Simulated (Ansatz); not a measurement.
## TiCo: relaxation of cell and atoms with revPBE+D3(BJ)

TiCo:

```
CELL_PARAMETERS angstrom
2.98611 0.00000 0.00000
0.00000 2.98611 0.00000
0.00000 0.00000 2.98611
ATOMIC_POSITIONS crystal
Co 0.50000 0.50000 0.50000
Ti 0.00000 0.00000 0.00000
```

The cell comes from a database or a generator and needn't be the stable form of this composition.

```json
{"Program": "Ansatz 0.2.0", "Task": "relaxation of cell and atoms", "Functional": "revPBE", "Dispersion": "D3(BJ)", "Potentials or basis": "Ansatz PAW", "Cutoff": "420 eV (not typed: the program's choice for these potentials)", "k mesh": "9 × 9 × 9", "Occupations": "fermi-dirac, width 0.05 eV", "Spin": "collinear spin, ferromagnetic start", "Starting moments": "[2.0, 1.0] μB"}
```

The relaxed volume is 12.52 Å³/atom, the relaxed cell is a = 2.925 Å, b = 2.925 Å, c = 2.925 Å, α = 90.00°, β = 90.00°, γ = 90.00° and the space group after relaxing (to 0.05 Å) is Pm-3m (No. 221). The energy gained by relaxing is 26.2 meV/atom and the ionic steps are 5. The pressure after relaxing is 0.0 GPa and the net moment is 0.75 μB per cell. The absolute moment is 0.92 μB per cell and the site moments are Co +0.82; Ti -0.01 μB.

Step by step:
| step | energy change (eV) | largest force (eV/Å) | volume (Å³) |
| --- | --- | --- | --- |
| 1 | 0.0000 | 0.0000 | 26.63 |
| 2 | -0.0529 | 0.0000 | 25.12 |
| 3 | -0.0532 | 0.0000 | 25.02 |
| 4 | -0.0532 | 0.0000 | 25.03 |
| 5 | -0.0523 | 0.0000 | 25.03 |

Final structure:
```cif
data_structure
_symmetry_space_group_name_H-M 'P 1'
_symmetry_Int_Tables_number 1
_cell_length_a 2.9252
_cell_length_b 2.9252
_cell_length_c 2.9252
_cell_angle_alpha 90.000
_cell_angle_beta 90.000
_cell_angle_gamma 90.000
_cell_volume 25.03
loop_
_atom_site_label
_atom_site_type_symbol
_atom_site_fract_x
_atom_site_fract_y
_atom_site_fract_z
_atom_site_occupancy
Co1 Co 0.50000 0.50000 0.50000 1
Ti1 Ti 0.00000 0.00000 0.00000 1
```

Run time: 4 s on 2 threads of Intel(R) Xeon(R) 6975P-C (Granite Rapids) (shared host), peak memory 0.4 GiB.

Caveat: the plane-wave basis is chosen anew once the cell has moved, so the energies of steps on either side of that aren't comparable; the PAW data sets come from PBE, with cores solved anew for the run's functional, which leaves a small shift of forces and pressure.
